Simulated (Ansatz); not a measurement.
# Ag(100) / 1 layer Pd(100) / Ag(100): resistance against film thickness, part 2 of 2

Aim: what a thin film of another metal adds to the resistance, first Ag(100) / 1 layer Pd(100) / Ag(100).

Ansatz 0.2.0; Ansatz plane-wave DFT, PBE, PAW files; ballistic transport by layer matching (Landauer), zero bias; PAW set soft_1.

So far. Step 2 (With 1 layer): The lead's potential steps by 2.9 meV from period to period, small in itself. The program estimates the junction's conductance to 2.6 % from the k-mesh, 1.7 % from the leads' distance from neutral and 0.2 % from their steps. Step 3 (With 3 layers, film layers 3): The conductance of the junction is 5.6e14 S/m², 20 % under the 7.1e14 S/m² of the last finished run.

### Step 4. With 5 layers, k-mesh 13×13×1, film layers 5

The stack now holds 5 film layers; the k-mesh follows the cell, and the energies span -0.27 to 0.27 eV.

System of this step: Ag(100) / 5 layers Pd(100) / Ag(100). The cell holds 14 atoms: 9 Ag and 5 Pd. Its edges and angles: a = 2.889 Å, b = 2.889 Å, c = 27.200 Å, α = 90.0°, β = 90.0°, γ = 90.0°. It derives from Ag and Pd. Regions: lead, 9 atoms (9 Ag); films, 5 atoms (5 Pd). The structure is stacked along c, and the current runs across the ab planes.

File input.yaml:

```yaml
crystal:
  lattice:
    - [2.8893797293, 0.0, 0.0]
    - [0.0, 2.8893797293, 0.0]
    - [0.0, 0.0, 27.2000642975]
  atoms:
    - { symbol: Ag, position: [0.0, 0.0, 0.0375568965] }
    - { symbol: Ag, position: [0.5, 0.5, 0.1126706895] }
    - { symbol: Ag, position: [0.0, 0.0, 0.1877844826] }
    - { symbol: Ag, position: [0.5, 0.5, 0.2628982756] }
    - { symbol: Pd, position: [0.0, 0.0, 0.3328527584] }
    - { symbol: Pd, position: [0.5, 0.5, 0.3976479309] }
    - { symbol: Pd, position: [0.0, 0.0, 0.4624431035] }
    - { symbol: Pd, position: [0.5, 0.5, 0.527238276] }
    - { symbol: Pd, position: [0.0, 0.0, 0.5920334486] }
    - { symbol: Ag, position: [0.5, 0.5, 0.6619879314] }
    - { symbol: Ag, position: [0.0, 0.0, 0.7371017244] }
    - { symbol: Ag, position: [0.5, 0.5, 0.8122155174] }
    - { symbol: Ag, position: [0.0, 0.0, 0.8873293105] }
    - { symbol: Ag, position: [0.5, 0.5, 0.9624431035] }
kpoints:
  mp_grid: { grid: [13, 13, 1] }
hamiltonian:
  xc: pbe
  pseudopotentials: { kind: paw, azcp: { folder: soft_1 } }
scf:
  occupations: { method: fermi_dirac, width: 0.1 }
output:
  transmission:
    leads: [[0, 1]]
    kmesh: [26, 26]
    e_range: [-0.27, 0.27]
    de: 0.036
  write_potential: true
  write_density: true
  volumetric_format: npy
```

Command:

```bash
$ ansatz run input.yaml --threads 4 --pin off --max-ram 8192MiB --backend cpu --events-out ev --progress --plain --runs-dir out
```

Numbers of over 12 decimals in the logs are rounded to 6 here.

Output:

```text
[...]
Crystal: 14 atoms, lattice volume = 227.080 Å³
Basis set: ecut = 420 eV, 4423 PW (Γ)
Bands: 157, of which v1, the nominal top of the filled ones, is band 131 counted from 1 (130 counted from 0)
Symmetry: 16 space group operations
[...]
k-points: 28 of 169
[...]
--- Transmission ---
  basis      : 69 plane waves across, 38 finite elements along
  points     : 105, standing for a mesh of 26 x 26
[...]
filled         : 31.7 meV over the level at which it is neutral
    channels       : 9.245562e-1 a spin
[...]
slowest decay  : 0.0608 /Å at (0.5000, 0.2308)
  junction   : crystal 0 to crystal 0, -0.70 to 24.46 Å
    transmission   : 5.857553e-1 a spin
[...]
resistance     : 6.7649e-4 Ω µm² beyond half of each lead's own
[key lines of the parts left out:]
SCF converged after 12 iterations
Free energy (F): -103180.100326 eV
Fermi energy:    18.016911 eV
```

Run time: 97 s. Hardware: 4 threads of Arm Neoverse V1, shared host; peak memory 1.3 GiB; 6 min of CPU time.

Numbers from this step:

```
free energy                                                                : -103180.1003 eV
energy at zero smearing                                                    : -103179.9387 eV
Fermi energy                                                               : 18.02 eV
step of the lead's potential                                               : 2.5 meV
ballistic conductance of the lead                                          : 8.55e14 S/m²
estimated errors of the lead's conductance                                 : 0, 4.6, 0.5 % (band edges, k-mesh, distance from neutral)
lead conductance per cell                                                  : 0.9209 G₀
conductance of the junction                                                : 5.42e14 S/m²
junction conductance per cell                                              : 0.5835 G₀
estimated errors of the junction's conductance                             : 0.3, 0, 5.6, 1.2, 0.2 % (energy step, band edges, k-mesh, leads' steps, distance from neutral)
area resistance that the stack adds (contact term taken off, spin by spin) : 0.6765 fΩ m²
```

Per spin. Table of transmission, zone mean by energy, zero at the Fermi level:

| energy (eV) | transmission, zone mean |
| --- | --- |
| -0.270 | 0.595 |
| -0.234 | 0.599 |
| -0.198 | 0.581 |
| -0.162 | 0.564 |
| -0.126 | 0.583 |
| -0.090 | 0.598 |
| -0.054 | 0.581 |
| -0.018 | 0.583 |
| 0.018 | 0.586 |
| 0.054 | 0.572 |
| 0.090 | 0.604 |
| 0.126 | 0.647 |
| 0.162 | 0.663 |
| 0.198 | 0.670 |
| 0.234 | 0.677 |
| 0.270 | 0.682 |

The conductance of the junction is 5.4e14 S/m², 3.6 % under the 5.6e14 S/m² of the last finished run, within the error estimates, leads' steps apart, of 8.6 and 5.6 %.

### Step 5. With 7 layers, k-mesh 13×13×1, film layers 7

The stack now holds 7 film layers; the k-mesh follows the cell, and the energies span -0.27 to 0.27 eV.

System of this step: Ag(100) / 7 layers Pd(100) / Ag(100). The cell holds 16 atoms: 9 Ag and 7 Pd. Its edges and angles: a = 2.889 Å, b = 2.889 Å, c = 30.725 Å, α = 90.0°, β = 90.0°, γ = 90.0°. It derives from Ag and Pd. Regions: lead, 9 atoms (9 Ag); films, 7 atoms (7 Pd). The structure is stacked along c, and the current runs across the ab planes.

input.yaml, the sections that differ from step 4:

```yaml
crystal:
  lattice:
    - [2.8893797293, 0.0, 0.0]
    - [0.0, 2.8893797293, 0.0]
    - [0.0, 0.0, 30.7249300164]
  atoms:
    - { symbol: Ag, position: [0.0, 0.0, 0.033248245] }
    - { symbol: Ag, position: [0.5, 0.5, 0.0997447349] }
    - { symbol: Ag, position: [0.0, 0.0, 0.1662412249] }
    - { symbol: Ag, position: [0.5, 0.5, 0.2327377148] }
    - { symbol: Pd, position: [0.0, 0.0, 0.2946667877] }
    - { symbol: Pd, position: [0.5, 0.5, 0.3520284435] }
    - { symbol: Pd, position: [0.0, 0.0, 0.4093900992] }
    - { symbol: Pd, position: [0.5, 0.5, 0.466751755] }
    - { symbol: Pd, position: [0.0, 0.0, 0.5241134108] }
    - { symbol: Pd, position: [0.5, 0.5, 0.5814750666] }
    - { symbol: Pd, position: [0.0, 0.0, 0.6388367224] }
    - { symbol: Ag, position: [0.5, 0.5, 0.7007657952] }
    - { symbol: Ag, position: [0.0, 0.0, 0.7672622852] }
    - { symbol: Ag, position: [0.5, 0.5, 0.8337587751] }
    - { symbol: Ag, position: [0.0, 0.0, 0.9002552651] }
    - { symbol: Ag, position: [0.5, 0.5, 0.966751755] }
# kpoints, hamiltonian, scf, output: as in step 4
```

Output:

```text
[...]
Crystal: 16 atoms, lattice volume = 256.508 Å³
Basis set: ecut = 420 eV, 4987 PW (Γ)
Bands: 179, of which v1, the nominal top of the filled ones, is band 149 counted from 1 (148 counted from 0)
Symmetry: 16 space group operations
[...]
k-points: 28 of 169
[...]
--- Transmission ---
  basis      : 69 plane waves across, 44 finite elements along
  points     : 105, standing for a mesh of 26 x 26
[...]
filled         : 26.5 meV over the level at which it is neutral
    channels       : 9.245562e-1 a spin
[...]
slowest decay  : 0.0681 /Å at (0.5000, 0.2308)
  junction   : crystal 0 to crystal 0, -0.70 to 27.98 Å
    transmission   : 6.047873e-1 a spin
[...]
resistance     : 6.3390e-4 Ω µm² beyond half of each lead's own
[key lines of the parts left out:]
SCF converged after 12 iterations
Free energy (F): -117125.909141 eV
Fermi energy:    18.206674 eV
```

Run time: 2.1 min. Hardware: 4 threads; peak memory 1.6 GiB; 7.7 min of CPU time.

This step gave:

```yaml
free_energy: -117125.9091 eV
energy_at_zero_smearing: -117125.6973 eV
fermi_energy: 18.21 eV
step_of_the_lead_s_potential: 2.8 meV
ballistic_conductance_of_the_lead: 8.54e14 S/m²
estimated_errors_of_the_lead_s_conductance: 0, 4.7, 0.4 % (band edges, k-mesh, distance from neutral)
lead_conductance_per_cell: 0.9200 G₀
conductance_of_the_junction: 5.54e14 S/m²
junction_conductance_per_cell: 0.5969 G₀
estimated_errors_of_the_junction_s_conductance: 0, 0, 4.3, 1.2, 1 % (energy step, band edges, k-mesh, leads' steps, distance from neutral)
area_resistance_that_the_stack_adds_contact_term_taken_off_spin_by_spin: 0.6339 fΩ m²
```

Per spin. Table of transmission, zone mean by energy, zero at the Fermi level:

| energy (eV) | transmission, zone mean |
| --- | --- |
| -0.270 | 0.537 |
| -0.234 | 0.571 |
| -0.198 | 0.558 |
| -0.162 | 0.539 |
| -0.126 | 0.542 |
| -0.090 | 0.552 |
| -0.054 | 0.594 |
| -0.018 | 0.592 |
| 0.018 | 0.605 |
| 0.054 | 0.601 |
| 0.090 | 0.611 |
| 0.126 | 0.653 |
| 0.162 | 0.653 |
| 0.198 | 0.669 |
| 0.234 | 0.660 |
| 0.270 | 0.672 |

The conductance of the junction is 5.5e14 S/m², 2.3 % over the 5.4e14 S/m² of the last finished run, within the error estimates, leads' steps apart, of 5.6 and 4.3 %.

### Step 6. With 9 layers, k-mesh 13×13×1, film layers 9

The stack now holds 9 film layers; the k-mesh follows the cell, and the energies span -0.27 to 0.27 eV.

System of this step: Ag(100) / 9 layers Pd(100) / Ag(100). The cell holds 18 atoms: 9 Ag and 9 Pd. Its edges and angles: a = 2.889 Å, b = 2.889 Å, c = 34.250 Å, α = 90.0°, β = 90.0°, γ = 90.0°. It derives from Ag and Pd. Regions: lead, 9 atoms (9 Ag); films, 9 atoms (9 Pd). The structure is stacked along c, and the current runs across the ab planes.

input.yaml, the sections that differ from step 5:

```yaml
crystal:
  lattice:
    - [2.8893797293, 0.0, 0.0]
    - [0.0, 2.8893797293, 0.0]
    - [0.0, 0.0, 34.2497957354]
  atoms:
    - { symbol: Ag, position: [0.0, 0.0, 0.0298264553] }
    - { symbol: Ag, position: [0.5, 0.5, 0.0894793658] }
    - { symbol: Ag, position: [0.0, 0.0, 0.1491322763] }
    - { symbol: Ag, position: [0.5, 0.5, 0.2087851868] }
    - { symbol: Pd, position: [0.0, 0.0, 0.2643407423] }
    - { symbol: Pd, position: [0.5, 0.5, 0.3157989429] }
    - { symbol: Pd, position: [0.0, 0.0, 0.3672571435] }
    - { symbol: Pd, position: [0.5, 0.5, 0.4187153441] }
    - { symbol: Pd, position: [0.0, 0.0, 0.4701735447] }
    - { symbol: Pd, position: [0.5, 0.5, 0.5216317453] }
    - { symbol: Pd, position: [0.0, 0.0, 0.5730899459] }
    - { symbol: Pd, position: [0.5, 0.5, 0.6245481465] }
    - { symbol: Pd, position: [0.0, 0.0, 0.6760063471] }
    - { symbol: Ag, position: [0.5, 0.5, 0.7315619027] }
    - { symbol: Ag, position: [0.0, 0.0, 0.7912148132] }
    - { symbol: Ag, position: [0.5, 0.5, 0.8508677237] }
    - { symbol: Ag, position: [0.0, 0.0, 0.9105206342] }
    - { symbol: Ag, position: [0.5, 0.5, 0.9701735447] }
# kpoints, hamiltonian, scf, output: as in step 5
```

Output:

```text
[...]
Crystal: 18 atoms, lattice volume = 285.935 Å³
Basis set: ecut = 420 eV, 5559 PW (Γ)
Bands: 200, of which v1, the nominal top of the filled ones, is band 167 counted from 1 (166 counted from 0)
Symmetry: 16 space group operations
[...]
k-points: 28 of 169
[...]
--- Transmission ---
  basis      : 69 plane waves across, 50 finite elements along
  points     : 105, standing for a mesh of 26 x 26
[...]
filled         : 34.0 meV over the level at which it is neutral
    channels       : 9.245562e-1 a spin
[...]
slowest decay  : 0.0570 /Å at (0.5000, 0.2308)
  junction   : crystal 0 to crystal 0, -0.70 to 31.51 Å
    transmission   : 5.559474e-1 a spin
[...]
resistance     : 6.9746e-4 Ω µm² beyond half of each lead's own
[key lines of the parts left out:]
SCF converged after 13 iterations
Free energy (F): -131071.700708 eV
Fermi energy:    18.367489 eV
```

It took 2.5 min on 4 threads; peak memory 1.9 GiB.

Numbers from this step:

* free energy: -131071.7007 eV
* energy at zero smearing: -131071.4336 eV
* Fermi energy: 18.37 eV
* ballistic conductance of the lead: 8.55e14 S/m²
* estimated errors of the lead's conductance: 0, 4.6, 0.5 % (band edges, k-mesh, distance from neutral)
* lead conductance per cell: 0.9214 G₀
* conductance of the junction: 5.36e14 S/m²
* junction conductance per cell: 0.5771 G₀
* estimated errors of the junction's conductance: 0.6, 0, 4.8, 1.5, 0.1 % (energy step, band edges, k-mesh, leads' steps, distance from neutral)
* area resistance that the stack adds (contact term taken off, spin by spin): 0.6975 fΩ m²

Per spin. Transmission, zone mean against energy, zero at the Fermi level:

| energy (eV) | transmission, zone mean |
| --- | --- |
| -0.270 | 0.545 |
| -0.234 | 0.565 |
| -0.198 | 0.568 |
| -0.162 | 0.554 |
| -0.126 | 0.544 |
| -0.090 | 0.592 |
| -0.054 | 0.583 |
| -0.018 | 0.590 |
| 0.018 | 0.556 |
| 0.054 | 0.600 |
| 0.090 | 0.616 |
| 0.126 | 0.651 |
| 0.162 | 0.658 |
| 0.198 | 0.646 |
| 0.234 | 0.657 |
| 0.270 | 0.659 |

The conductance of the junction is 5.4e14 S/m², 3.3 % under the 5.5e14 S/m² of the last finished run, within the error estimates, leads' steps apart, of 4.3 and 4.8 %.

### Step 7. The ladder

Times are for 4 threads of Arm Neoverse V1, shared host. The series side by side:

| no. | film layers | area resistance that the stack adds (contact term taken off, spin by spin) (fΩ m²) | conductance of the junction (S/m²) | time | memory (GiB) |
| --- | --- | --- | --- | --- | --- |
| 1 | 1 | 0.2523 | 7.05e14 | 2.3 min | 1.1 |
| 2 | 3 | 0.6116 | 5.62e14 | 94 s | 1.4 |
| 3 | 5 | 0.6765 | 5.42e14 | 97 s | 1.3 |
| 4 | 7 | 0.6339 | 5.54e14 | 2.1 min | 1.6 |
| 5 | 9 | 0.6975 | 5.36e14 | 2.5 min | 1.9 |

### Step 8. What came out

- area resistance, 1 layer: 0.252 fΩ m²
- area resistance, 3 layers: 0.612 fΩ m²
- area resistance, 5 layers: 0.676 fΩ m²
- area resistance, 7 layers: 0.634 fΩ m²
- area resistance, 9 layers: 0.697 fΩ m²

The stack adds 0.25 fΩ m² with 1 layer and 0.70 fΩ m² with 9. From 3 layers on no step exceeds the two runs' error estimates together, as expected where only the two interfaces scatter; half the mean, 0.33 fΩ m², is a rough coherent figure for one interface. Atoms sit on ideal sites and aren't relaxed. The program's error estimates for the conductances, leads' steps apart, run from 2.6 to 8.6 %. Pd(100) is stretched by 5.0 % in plane to fit Ag(100). 1 further run is left out: refused by the program, or repeats without effect or without named leads.

[Logs are printed without paths, hosts, clocks, repeated set-up lines and the standing remarks that a program may print on its own settings, such as how far it seeks lower states.]

[Hosts, paths, dates, database ids (printed as entryN), source tags and the programs' standing remarks are cut or masked in the printed files.]
